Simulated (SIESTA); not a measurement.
Runs of SIESTA 5.4.2 on MnF2. Symmetry: P4_2/mnm, No. 136, tetragonal system. Conventional cell: a = 4.874 Å, b = 4.874 Å, c = 3.311 Å, α = 90.00°, β = 90.00°, γ = 90.00°. Mn (site symmetry mmm) is surrounded by 6 F at 2.10 to 2.13 Å. F (site symmetry m2m) has 3 Mn at 2.10 to 2.13 Å as nearest neighbours. 

```tsv
task	level	potentials or basis	k mesh	gap on the mesh (eV)	pressure (GPa)	moment (μB)	V0 of scaled cells (Å³/atom)	B0 (GPa)	largest force (eV/Å)
single point	PBE	PseudoDojo 0.4 standard (PBE files), DZP (energy shift 0.003 Ry; two zetas on semicore shells)	6 × 6 × 8	(b)	3.9	10.00	-	-	(a)
band structure	LDA	PseudoDojo 0.4 standard (LDA files), DZP (energy shift 0.003 Ry; two zetas on semicore shells)	6 × 6 × 8	(d)	-5.7	10.00	-	-	0.06
equation of state	PBE	PseudoDojo 0.4 standard (PBE files), DZP (energy shift 0.003 Ry; two zetas on semicore shells)	6 × 6 × 8	-	-	-	13.62	91	-
equation of state	PBEsol	PseudoDojo 0.4 standard (PBEsol files), DZP (energy shift 0.003 Ry; two zetas on semicore shells)	4 × 4 × 6	-	-	-	13.03	105	-
band structure	PBEsol	PseudoDojo 0.4 standard (PBEsol files), DZP (energy shift 0.003 Ry; two zetas on semicore shells)	6 × 6 × 8	1.28	-0.7	10.00	-	-	0.03
equation of state	LDA	PseudoDojo 0.4 standard (LDA files), DZP (energy shift 0.003 Ry; two zetas on semicore shells)	4 × 4 × 6	-	-	-	12.43	(c)	-
```

Alike in all rows: spin collinear, ferromagnetic start; cell as given; smearing fermi-dirac 0.05 eV; grid cutoff 800 Ry; energy shift 0.003 Ry.

Question: Fill in the values left out.

Answer: (a) 0.01; (b) 1.50; (c) 121; (d) 1.12.

Caveats: short orbitals over semicore shells can move pressures by several GPa; the basis of atomic orbitals isn't converged, which shifts pressures, moduli and gaps; only a ferromagnetic start was run, and an antiferromagnetic order may lie lower in energy (some runs); the cell was scaled at fixed shape and fractional positions, which overstates the stiffness of a crystal with free parameters, most of all of layers and chains (some runs).

A k mesh can miss the band edges.

Not every run made on this cell is shown here.
